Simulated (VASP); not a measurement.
Write the native input for VASP 6.6.1 that does the following.

```yaml
Task: band structure
Functional: HSE03
Potentials_or_basis: VASP PAW PBE potentials, release 64 (Te, Be)
Cutoff: 520 eV
k_mesh: 6 × 6 × 6
Occupations: gaussian, width 0.02 eV
Spin: no spin polarisation
Ladder: gaps
Grid_for_exact_exchange_PRECFOCK: Fast
Further_INCAR_settings: ALGO = Normal; EDIFF = 1e-06; NBANDS = 11
```

Crystal: BeTe.

```
Te Be
1.0
     0.00000    2.77000    2.77000
     2.77000    0.00000    2.77000
     2.77000    2.77000    0.00000
Te Be
1 1
Direct
  0.75000 0.75000 0.75000
  0.00000 0.00000 0.00000
```

The input as run:

POSCAR

```
BeTe
1.0
    0.0000000000      2.7700000000      2.7700000000
    2.7700000000      0.0000000000      2.7700000000
    2.7700000000      2.7700000000      0.0000000000
Te Be
1 1
Direct
    0.7500000000      0.7500000000      0.7500000000
    0.0000000000      0.0000000000      0.0000000000
```

INCAR.step1

```
PREC     = Accurate       # precision mode
ENCUT    = 520            # plane-wave cutoff, eV
EDIFF    = 1E-5           # SCF threshold, eV
ISMEAR   = 0              # smearing method
SIGMA    = 0.02           # smearing width, eV
LREAL    = F              # projectors in reciprocal space
LASPH    = T              # aspherical terms in the spheres
NELM     = 100            # most SCF steps
ALGO     = Normal         # electronic algorithm
ISIF     = 2              # what is computed and relaxed
LWAVE    = T              # write WAVECAR
LCHARG   = F              # write CHGCAR
NBANDS   = 11             # bands
GGA      = PE             # functional
KPAR     = 4
```

INCAR.step2

```
PREC     = Accurate       # precision mode
ENCUT    = 520            # plane-wave cutoff, eV
EDIFF    = 1E-6           # SCF threshold, eV
ISMEAR   = 0              # smearing method
SIGMA    = 0.02           # smearing width, eV
LREAL    = F              # projectors in reciprocal space
LASPH    = T              # aspherical terms in the spheres
NELM     = 100            # most SCF steps
ALGO     = Normal         # electronic algorithm
ISIF     = 2              # what is computed and relaxed
LWAVE    = F              # write WAVECAR
LCHARG   = F              # write CHGCAR
GGA      = PE             # functional
LHFCALC  = T              # exact exchange
HFSCREEN = 0.3            # screening, 1/A
PRECFOCK = Fast         
NBANDS   = 11             # bands
ISTART   = 1            
KPAR     = 4
```

KPOINTS

```
regular mesh
0
Gamma
  6 6 6
```

KPOINTS_OPT

```
path GXWKGLUWLK,UX
12
line-mode
reciprocal
 0.0000000000  0.0000000000  0.0000000000  G
 0.5000000000  0.0000000000  0.5000000000  X

 0.5000000000  0.0000000000  0.5000000000  X
 0.5000000000  0.2500000000  0.7500000000  W

 0.5000000000  0.2500000000  0.7500000000  W
 0.3750000000  0.3750000000  0.7500000000  K

 0.3750000000  0.3750000000  0.7500000000  K
 0.0000000000  0.0000000000  0.0000000000  G

 0.0000000000  0.0000000000  0.0000000000  G
 0.5000000000  0.5000000000  0.5000000000  L

 0.5000000000  0.5000000000  0.5000000000  L
 0.6250000000  0.2500000000  0.6250000000  U

 0.6250000000  0.2500000000  0.6250000000  U
 0.5000000000  0.2500000000  0.7500000000  W

 0.5000000000  0.2500000000  0.7500000000  W
 0.5000000000  0.5000000000  0.5000000000  L

 0.5000000000  0.5000000000  0.5000000000  L
 0.3750000000  0.3750000000  0.7500000000  K

 0.6250000000  0.2500000000  0.6250000000  U
 0.5000000000  0.0000000000  0.5000000000  X
```

Potentials or basis: VASP PAW PBE potentials, release 64 (Te, Be).

Command:

```bash
$ cat potpaw_PBE.64/Te/POTCAR potpaw_PBE.64/Be/POTCAR > POTCAR
$ cp INCAR.step1 INCAR
$ mpirun -np 4 vasp_std > vasp.out
$ cp INCAR.step2 INCAR
$ mpirun -np 4 vasp_std > vasp.out
```

Results of the run:

- Pressure: 3.3 GPa
- Band gap on the k mesh: 2.34 eV, indirect (least direct gap 4.24 eV)
- Band gap along the path: 2.34 eV, indirect (least direct gap 4.24 eV)

Caveat: the PAW data sets were made with another functional, which shifts forces and pressure a little; spin-orbit coupling is left out, which moves the levels of the heavy elements.

It took 8.3 min on 4 MPI ranks on Intel(R) Xeon(R) Platinum 8488C (Sapphire Rapids), with other jobs on the host, peak memory 0.35 GiB a rank.
